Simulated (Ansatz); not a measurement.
# ZnS: the cost of one run

Program: Ansatz 0.2.0 through its Python package. Level of theory: DFT PBE, plane waves, PAW. These are calculated values, not measurements.

**1. Starting point**

ZnS F-43m: The structure is cubic, space group F-43m (No. 216). The conventional cell has a = 5.600 Å, b = 5.600 Å, c = 5.600 Å, α = 90.00°, β = 90.00°, γ = 90.00°. Zn (site symmetry -43m) is surrounded by 4 S at 2.42 Å. S (site symmetry -43m) is surrounded by 4 Zn at 2.42 Å.

CdS F-43m: The structure is cubic, space group F-43m (No. 216). Conventional cell: a = 6.150 Å, b = 6.150 Å, c = 6.150 Å, α = 90.00°, β = 90.00°, γ = 90.00°. Cd (site symmetry -43m) has 4 S at 2.66 Å as nearest neighbours. S (site symmetry -43m) has 4 Cd at 2.66 Å as nearest neighbours.

HgS F-43m: The structure is cubic, space group F-43m (No. 216). The conventional cell has a = 5.850 Å, b = 5.850 Å, c = 5.850 Å, α = 90.00°, β = 90.00°, γ = 90.00°. Around Hg (site symmetry -43m) lie 4 S at 2.53 Å. S (site symmetry -43m) has 4 Hg at 2.53 Å as nearest neighbours.

The script holds or builds the structure itself.

**2. The code**

Contents of run_series.py:

```python
"""Element substitution on the zincblende prototype."""

import warnings

import ansatz as az
import matplotlib.pyplot as plt
import numpy as np
import pandas as pd


def zincblende(first, second, a):
    return (
        az.Lattice.fcc(a)
        .space_group(216)
        .atom(first, (0, 0, 0))
        .atom(second, (0.25, 0.25, 0.25))
        .primitive()
    )


def run_phase(name, crystal):
    calc = (
        crystal.calculation()
        .functional("pbe")
        .basis(17 * az.Ha)
        .kpoints(spacing=0.3)
        .occupations("cold", width=0.02)
        .stress()
        .band_table()
    )
    calc = calc.relax(force_tolerance=0.01, max_steps=40, cell=True)
    return calc.run(threads=1)


def volume_per_atom(outcome):
    return abs(np.linalg.det(outcome.lattice.cell_ang)) / len(outcome.lattice.sites)


def gap_ev(outcome):
    # nan where the run reports no band edges: a metal, overlapping bands, or a gap that is small against the smearing
    edges = outcome.report.get("band_edges_ev")
    return edges[1] - edges[0] if edges else float("nan")


def main() -> None:
    # the lattice constants below are starting guesses
    warnings.simplefilter("ignore")

    phases = {}
    phases["ZnS"] = zincblende("Zn", "S", 5.6)
    phases["CdS"] = zincblende("Cd", "S", 6.15)
    phases["HgS"] = zincblende("Hg", "S", 5.85)

    done = {}
    for name, crystal in phases.items():
        try:
            done[name] = run_phase(name, crystal)
        except az.NonConvergedError as error:
            print(name, "did not converge:", str(error)[:120])

    rows = [(name, (4 * len(o.lattice.sites) * volume_per_atom(o)) ** (1 / 3), volume_per_atom(o), gap_ev(o)) for name, o in done.items()]
    print(pd.DataFrame(rows, columns=["compound", "a (A)", "V (A^3/atom)", "gap on mesh (eV)"]).round(4).to_string(index=False))
    plt.figure(figsize=(4.5, 3))
    plt.bar([row[0] for row in rows], [row[1] for row in rows])
    plt.ylabel("a (A)")
    plt.tight_layout()
    plt.savefig("series.png", dpi=100)


if __name__ == "__main__":
    main()
```

**3. The calls as engine input**

The engine receives this input (first run):

```yaml
crystal:
  lattice:
    bravais: fcc
    a: 5.6
  space_group: 216
  atoms:
    - { symbol: Zn, position: [0.0, 0.0, 0.0] }
    - { symbol: S, position: [0.25, 0.25, 0.25] }
  reduce_to_primitive: true
basis:
  ecutwfc: 462.593566181796
kpoints:
  mp_grid:
    kspacing: 0.3
hamiltonian:
  xc: pbe
scf:
  occupations:
    method: cold
    width: 0.02
relax:
  f_tol: 0.01
  max_steps: 40
  cell: {}
output:
  stress: true
  eigenvalues: true
```

**4. The run**

Launch:

```bash
> python run_series.py
```

Q: Estimate wall time and peak memory on 1 thread of Arm Neoverse V2, shared host.

About 22 s, with a peak of 0.49 GiB.
